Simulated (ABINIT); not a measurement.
A calculation with ABINIT 10.8.3 (patched build) of PtS2 (native input, structure from a POSCAR):

File run.abi:

```
# Pseudopotentials
pp_dirpath "./"
pseudos "Pt.GGA_PBE-JTH.xml, S.GGA_PBE-JTH.xml"

# Structure
structure "poscar:POSCAR"
natom 3

# Plane-wave basis
ecut 20.0
pawecutdg 40.0
pawxcdev 0

# k points
kptopt 1
ngkpt 9 9 9
nshiftk 1
shiftk 0.0 0.0 0.0

# Exchange and correlation
ixc 11

# Bands and occupations
nband 15
occopt 3
tsmear 0.05 eV

# SCF cycle
nstep 100
tolvrs 1.0e-9

# Output
iomode 3
prtwf 0
prteig 0
prtebands 0
enunit 1
prtden 1
prtvha 1
prtvclmb 1
prtpot 1
```

File POSCAR:

```
PtS2
1.0
    1.7717700000      1.0229300000      5.3362000000
   -1.7717700000      1.0229300000      5.3362000000
    0.0000000000     -2.0458600000      5.3362000000
Pt S
1 2
Direct
    0.0000000000      0.0000000000      0.0000000000  Pt
    0.7438500000      0.7438500000      0.7438500000  S
    0.2561500000      0.2561500000      0.2561500000  S
```

Potentials or basis: JTH PAW PBE v2.0.

Launch:

```bash
$ abinit run.abi > log 2>&1
```

The cell was built by a generator and needn't be a form met in nature.

Q: Write the same calculation in another form: ASE script, Cartesian positions.

A: As run:

File run.py:

```python
import json, os
import numpy as np
from ase.units import GPa
from ase.calculators.abinit import Abinit, AbinitProfile
from ase.io import read

atoms = read('PtS2.xyz')

profile = AbinitProfile(command='abinit', pp_paths=[os.path.abspath('pseudos')])
params = dict(
    pps='pawxml', xc='PBE',
    ecut=544.2277,
    pawecutdg=1088.4554,
    pawxcdev=0,
    kptopt=1,
    ngkpt=[9, 9, 9],
    nshiftk=1,
    shiftk=[0.0, 0.0, 0.0],
    ixc=11,
    nband=15,
    occopt=3,
    tsmear=0.05,
    nstep=100,
    tolvrs=1e-09,
    prtwf=0,
    prtden=0,
)

atoms.calc = Abinit(profile=profile, directory='run', **params)
energy = atoms.get_potential_energy()
forces = atoms.get_forces()
stress = atoms.get_stress()
print(f'energy {energy:.6f} eV')
print('forces (eV/A)')
print(np.round(forces, 5))
print('stress (GPa, Voigt, tension positive)', np.round(stress / GPa, 4))
json.dump(dict(energy=energy, forces=forces.tolist(), stress=stress.tolist(), cell=atoms.cell.tolist(), frac=atoms.get_scaled_positions(wrap=False).tolist()), open('results.json', 'w'))
```

PtS2.xyz

```xyz
3
Lattice="1.7717700000 1.0229300000 5.3362000000 -1.7717700000 1.0229300000 5.3362000000 0.0000000000 -2.0458600000 5.3362000000" Properties=species:S:1:pos:R:3 pbc="T T T"
Pt     0.0000000000      0.0000000000      0.0000000000
S      0.0000000000      0.0000000000     11.9079971100
S      0.0000000000      0.0000000000      4.1006028900
```

Potentials or basis: JTH PAW PBE v2.0.

Launch:

```bash
$ python run.py
```

Both were run:

|  | native input, structure from a POSCAR | ASE script, Cartesian positions |
| --- | --- | --- |
| Pressure | 3.9 GPa | 3.9 GPa |
| Largest force | 0.054 eV/Å | 0.054 eV/Å |
| Band gap on the k mesh | 0.84 eV, indirect (least direct gap 1.02 eV) | 0.84 eV, indirect (least direct gap 1.02 eV) |
| Valence electrons inside the program's atomic spheres | Pt 8.74; S 3.54 | Pt 8.74; S 3.54 |

Keys that steer only the numerical path or the files written may differ.

Caveat: spin-orbit coupling is left out, which moves the levels of the heavy elements; an odd mesh through Γ misses points on the zone boundary, where band edges often lie.
